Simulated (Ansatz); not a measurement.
Strain and the gap of MoS2 (P6_3/mmc)

MoS2 (P6_3/mmc) from a database of computed structures, relaxed with r2SCAN+rVV10 in Ansatz. It is hexagonal, P6_3/mmc (No. 194); a = 3.173 Å, c = 12.436 Å in the conventional setting, 18.07 Å³ an atom. Mo is surrounded by 6 S at 2.40 Å; S is surrounded by 3 Mo at 2.40 Å.

The axes x, y and z are those of this cell:
```yaml
crystal:
  lattice:
    - [3.17302, 0.00000, 0.00000]
    - [-1.58651, 2.74792, 0.00000]
    - [0.00000, 0.00000, 12.43591]
  atoms:
    - { symbol: Mo, position: [0.66667, 0.33333, 0.25000] }
    - { symbol: Mo, position: [0.33333, 0.66667, 0.75000] }
    - { symbol: S, position: [0.33333, 0.66667, 0.37510] }
    - { symbol: S, position: [0.66667, 0.33333, 0.87510] }
    - { symbol: S, position: [0.33333, 0.66667, 0.12490] }
    - { symbol: S, position: [0.66667, 0.33333, 0.62490] }
```

Unstrained: PBE gives an indirect gap of 0.927 eV, from Γ to Γ–K (0.53 of the way from Γ); the least direct gap is 1.635 eV at K. r2SCAN gives an indirect gap of 1.032 eV, from Γ to Γ–K (0.53 of the way from Γ); the least direct gap is 1.742 eV at K. HSE06 gives an indirect gap of 1.477 eV, from Γ to K; the least direct gap is 2.092 eV at K. A second conduction valley, at Γ–K (0.53 of the way from Γ), lies only 14 meV higher, so their order isn't settled. Meshes: PBE 12×12×2, r2SCAN 12×12×2, HSE06 6×6×2. Strains are changes of length per length. After each strain the atoms were relaxed again with r2SCAN+rVV10 within the symmetry that the strain leaves, so tilts or polar shifts that break it weren't tested; points keep the names that they have in the unstrained zone. The values are computed, spin-unpolarised, and not measurements.

Changes of the least gap in eV (an overlap counts as a negative gap):
```json
{"strain": "epitaxial +3.65 % in the xy plane, free normal strain -1.45 %", "volume change (%)": "+5.9", "space group": "P6_3/mmc", "PBE": "-0.589", "r2SCAN": "-0.653", "HSE06": "-0.758"}
{"strain": "uniaxial -4.71 % along y", "volume change (%)": "-4.7", "space group": "Cmcm", "PBE": "+0.045", "r2SCAN": "+0.056", "HSE06": "+0.064"}
{"strain": "uniaxial +1.51 % along z", "volume change (%)": "+1.5", "space group": "P6_3/mmc", "PBE": "+0.078", "r2SCAN": "+0.080", "HSE06": "+0.070"}
```

Epitaxial +3.65 % in the xy plane, free normal strain -1.45 %. HSE06: the gap goes from 1.477 to 0.719 eV (-0.758 eV); with r2SCAN the top three valence levels at Γ, grouped 1+1+1 from the top over 1364 meV, become 1+1+1 over 1194 meV. Stress change with PBE, compression positive: xx -8.88, yy -8.88, zz -0.49 GPa.

Uniaxial -4.71 % along y, other directions held. HSE06: the gap goes from 1.477 to 1.541 eV (+0.064 eV); the edges go from Γ → K to Γ → (0.172, 0.185, 0). Stress change with PBE, compression positive: xx +3.20, yy +12.14, zz +0.88 GPa.

Uniaxial +1.51 % along z, other directions held. HSE06: the gap goes from 1.477 to 1.547 eV (+0.070 eV); with r2SCAN the top three valence levels at Γ, grouped 1+1+1 from the top over 1364 meV, become 1+1+1 over 1428 meV. Stress change with PBE, compression positive: xx -0.15, yy -0.15, zz -0.60 GPa.

The runs are scalar-relativistic, without spin-orbit coupling.

Where an edge lies off the special points, it is a point of the mesh or the k point where a search put PBE's edge or least direct gap, reused for the other functionals, whose own edges may lie a little apart.

Coordinates of k points refer to the reciprocal vectors of the primitive cell of the runs.

The meshes of the hybrids are coarse, so their gaps aren't converged to the digits shown.

The splittings at Γ are without spin-orbit coupling, which regroups them where it is of like size or larger.
